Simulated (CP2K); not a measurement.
## W2C in CP2K: the effect of functional

W2C:

```
CELL_PARAMETERS angstrom
3.07005 0.00000 0.00000
-1.53502 2.65874 0.00000
0.00000 0.00000 4.67843
ATOMIC_POSITIONS crystal
W 0.66667 0.33333 0.25367
W 0.33333 0.66667 0.74633
C 0.00000 0.00000 0.00000
```

The cell comes from a database or a generator and needn't be the stable form of this composition.

Alike in all runs:

| Item | Value |
| --- | --- |
| Program | CP2K 2026.2 |
| Task | band structure |
| k mesh | 10 × 10 × 6 |
| Occupations | fermi-dirac, width 0.05 eV |
| Spin | no spin polarisation |

```csv
functional,potentials or basis,pressure (GPa),largest force (eV/Å)
LDA,"GTH_POTENTIALS W GTH-PADE-q14, C GTH-PADE-q4; TZVP-MOLOPT-PBE-GTH basis",-92.1,1.45
PBE,"POTENTIAL_UZH W GTH-PBE-q14, C GTH-PBE-q4; TZVP-MOLOPT-PBE-GTH basis",-4.0,0.02
PBEsol,"POTENTIAL_UZH W GTH-PBE-q14, C GTH-PBE-q4; TZVP-MOLOPT-PBE-GTH basis",-10.4,0.12
RPBE,"POTENTIAL_UZH W GTH-PBE-q14, C GTH-PBE-q4; TZVP-MOLOPT-PBE-GTH basis",-1.6,0.01
revPBE,"POTENTIAL_UZH W GTH-PBE-q14, C GTH-PBE-q4; TZVP-MOLOPT-PBE-GTH basis",-2.3,0.01
BLYP,"GTH_POTENTIALS W GTH-BLYP-q14, C GTH-BLYP-q4; TZVP-MOLOPT-PBE-GTH basis",?,?
r2SCAN,"POTENTIAL_UZH W GTH-SCAN-q14, C GTH-SCAN-q4; TZVP-MOLOPT-SCAN-GTH basis",-10.0,0.07
```

Task: What does the run with functional BLYP give?

Result: Pressure -2.9 GPa; largest force 0.45 eV/Å.

Caveats: the basis of atomic orbitals isn't converged, which shifts pressures, moduli and gaps; the potentials were made for another functional, which shifts forces and pressure (some runs); a pressure of tens of GPa on the cell as given is suspect, and the run, the potentials or the cell itself is likely at fault (some runs); forces of over 1 eV/Å show positions far from the minimum, so gaps and moduli don't describe the material at rest (some runs).
